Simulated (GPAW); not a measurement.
Set up this calculation in GPAW 26.7.0, as an ASE script.

```
Task                : single point
Functional          : PBE
Potentials or basis : GPAW PAW data sets (gpaw-data 1.2.1)
Cutoff              : 700 eV
Basis               : pw
k mesh              : 7 × 7 × 7
Occupations         : fermi-dirac, width 0.05 eV
Spin                : no spin polarisation
Maxiter             : 60
```

ZnSe (Stilleite):

```
Se Zn
1.0
     0.00000    2.83380    2.83380
     2.83380    0.00000    2.83380
     2.83380    2.83380    0.00000
Se Zn
1 1
Direct
  0.75000 0.75000 0.75000
  0.00000 0.00000 0.00000
```

The input as run:

run.py

```python
from ase import Atoms
from ase.dft.bandgap import bandgap
from ase.io import write
from ase.units import GPa
from gpaw import GPAW, PW

atoms = Atoms(['Se', 'Zn'],
              cell=[[0.0, 2.8338, 2.8338],
                    [2.8338, 0.0, 2.8338],
                    [2.8338, 2.8338, 0.0]],
              scaled_positions=[[0.75, 0.75, 0.75],
                                [0.0, 0.0, 0.0]],
              pbc=True)

calc = GPAW(mode=PW(700),
            xc='PBE',
            kpts={'size': (7, 7, 7), 'gamma': True},
            occupations={'name': 'fermi-dirac', 'width': 0.05},
            nbands=18,
            convergence={'density': 1e-05, 'energy': 1e-05},
            maxiter=60,
            txt='gpaw.txt')
atoms.calc = calc
energy = atoms.get_potential_energy()
forces = atoms.get_forces()
stress = atoms.get_stress()
calc.write('gs.gpw')
write('result.traj', atoms)
print(f'Energy: {energy:.6f} eV')
print('Forces (eV/A):')
print(forces.round(4))
print('Stress (GPa):', (stress / GPa).round(3))
print('Fermi level:', round(calc.get_fermi_level(), 4), 'eV')
print(f'Gap: {bandgap(calc)[0]:.4f} eV, direct: {bandgap(calc, direct=True)[0]:.4f} eV')
```

Potentials or basis: GPAW PAW data sets (gpaw-data 1.2.1), pw.

The run is started by

```bash
$ OMP_NUM_THREADS=1 python run.py
```

Results of the run:

| Quantity | Value |
| --- | --- |
| Pressure | 2.1 GPa |
| Band gap on the k mesh | 1.30 eV, direct |

Run time: 9.9 s on 1 thread of Arm Neoverse V2 (shared host), peak memory 0.16 GiB.
